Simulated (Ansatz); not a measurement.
# GePt: the cost of one run

Computed with Ansatz 0.2.0 (DFT PBE, scalar-relativistic, plane waves, PAW, unless a step's input says otherwise).

1 further run of the same task is left out (set aside as unsound or not needed). Runs told in other sessions of the task aren't counted.

## (1) The system as given

It takes space group Pmc2_1 (No. 26, orthorhombic). The conventional cell has a = 3.745 Å, b = 26.676 Å, c = 5.827 Å, α = 90.00°, β = 90.00°, γ = 90.00°. Pt (site symmetry m) is surrounded by 3 Ge at 2.47 Å and 2 Pt at 2.83 Å. Ge (site symmetry m) has 4 Pt at 2.47 to 2.73 Å in its first shell of neighbours. Ge (site symmetry m) has 3 Pt at 2.47 to 2.58 Å in its first shell of neighbours. Pt (site symmetry m) has 6 Ge at 2.50 to 2.90 Å and 4 Pt at 2.83 to 2.97 Å in its first shell of neighbours. Pt (site symmetry m) is surrounded by 6 Ge at 2.52 to 2.73 Å. Around Ge (site symmetry m) lie 6 Pt at 2.50 to 2.72 Å. Ge (site symmetry m) has 6 Pt at 2.52 to 2.68 Å in its first shell of neighbours. Pt (site symmetry m) has 6 Ge at 2.50 to 2.68 Å in its first shell of neighbours.

Structure file:

```xyz
16
Lattice="3.7445 0.0000 0.0000 0.0000 5.8271 0.0000 0.0000 0.0000 26.6755" Properties=species:S:1:pos:R:3 pbc="T T T"
Pt    2.8084    6.0380    7.8796
Ge    0.9361    1.8081    8.0335
Ge    2.8084    3.8518    9.0205
Pt    0.9361    0.0110    9.9932
Pt    0.9361    2.9212   10.5262
Ge    2.8084    1.0902   11.2580
Ge    0.9361    4.6932   12.3148
Pt    2.8084    2.8953   12.9847
Pt    2.8084    5.8088   13.6908
Ge    0.9361    1.7796   14.3607
Ge    2.8084    4.0037   15.4176
Pt    0.9361    0.0076   16.1494
Pt    0.9361    2.9245   16.6823
Ge    2.8084    0.9382   17.6550
Ge    0.9361    4.7217   18.6420
Pt    2.8084    3.1244   18.7959
```

Miller indices refer to the conventional cell of the relaxed bulk, Pnma (No. 62): a = 5.827 Å, b = 3.745 Å, c = 6.191 Å, α = 90.00°, β = 90.00°, γ = 90.00°.

As cut, it was a (001) slab, 11.7 Å thick as cut, with 15 Å of vacuum; its outer planes are Pt (top) and Pt (bottom); it was relaxed in an earlier run.

## (2) Scalar-relativistic bands

The cell repeats along c, and a dipole correction in the vacuum removes the field between the copies.

input.yaml

```yaml
crystal:
  lattice:
    - [3.744518745, 0.0, 0.0]
    - [0.0, 5.8271351655, 0.0]
    - [0.0, 0.0, 26.6755392853]
  atoms:
    - { symbol: Pt, position: [0.75, 1.036179306, 0.2953875782] }
    - { symbol: Ge, position: [0.25, 0.3102948344, 0.3011558523] }
    - { symbol: Ge, position: [0.75, 0.6610055862, 0.3381575308] }
    - { symbol: Pt, position: [0.25, 0.0018830899, 0.3746219561] }
    - { symbol: Pt, position: [0.25, 0.5013012971, 0.3946004079] }
    - { symbol: Ge, position: [0.75, 0.1870821496, 0.4220328263] }
    - { symbol: Ge, position: [0.25, 0.8053971043, 0.461651756] }
    - { symbol: Pt, position: [0.75, 0.4968567729, 0.4867659307] }
    - { symbol: Pt, position: [0.75, 0.9968567729, 0.5132340688] }
    - { symbol: Ge, position: [0.25, 0.3053971008, 0.5383482435] }
    - { symbol: Ge, position: [0.75, 0.6870821292, 0.5779671725] }
    - { symbol: Pt, position: [0.25, 0.001301277, 0.605399591] }
    - { symbol: Pt, position: [0.25, 0.5018830686, 0.625378042] }
    - { symbol: Ge, position: [0.75, 0.1610055012, 0.6618424729] }
    - { symbol: Ge, position: [0.25, 0.8102947782, 0.6988441523] }
    - { symbol: Pt, position: [0.75, 0.5361792316, 0.7046124189] }
basis:
  ecutwfc: 420
kpoints:
  mp_grid: { grid: [9, 6, 1] }
  band_path:
    path: [[0.5, 0, 0], [0, 0, 0], [0, 0.5, 0], [0.5, 0.5, 0], [0, 0, 0]]
    npoints: 12
hamiltonian:
  xc: pbe
scf:
  occupations: { method: gaussian, width: 0.1 }
  n_extra_bands: 38
output:
  forces: true
  eigenvalues: true
  populations: true
  fatbands: true
  write_density: true
  write_potential: true
  elf: true
  volumetric_format: npy
efield:
  axis: 3
  dipole_correction: true
  ramp_width: 0.04
```

On the command line:

```console
$ ansatz run input.yaml --threads 8 --pin off --max-ram 15360MiB --backend cpu --events-out ev --progress --plain --runs-dir out
```

Q: Estimate wall time and peak memory on 8 threads of Arm Neoverse V1, shared host.

About 3.9 min, with a peak of 6 GiB.
